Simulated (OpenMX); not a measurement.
Crystal: Ge.

```
Ge
1.0
     1.39715   -2.60052    0.00000
     1.39715    2.60052    0.00000
     0.00000    0.00000    2.69823
Ge
1
Direct
  0.50000 0.50000 0.00000
```

This isn't the form of Ge at room conditions, which is diamond.

- Program: OpenMX 3.8.5
- Task: single point
- Functional: PBE
- Potentials or basis: OpenMX 2013 PBE set, Ge7.0-s3p2d2, grid cutoff 300 Ry
- k mesh: 11 × 11 × 11
- Occupations: fermi-dirac, width 0.05 eV
- Spin: no spin polarisation

On this cell: pressure 0.3 GPa; band gap on the k mesh none (metal or under the smearing width).

The same run follows on a disturbed copy (cell strained at random at fixed volume):

```
Ge
1.0
     1.36702   -2.63255    0.01333
     1.36007    2.62881    0.00776
     0.02036   -0.00289    2.73319
Ge
1
Cartesian
  1.4077 -0.0092 -0.0083
```

Q: What changes?

A: The energy (extrapolated to zero smearing) moves by +11.6 meV/atom; pressure 1.0 GPa; band gap on the k mesh none (metal or under the smearing width).

Caveats: the basis of atomic orbitals isn't converged, which shifts pressures, moduli and gaps.
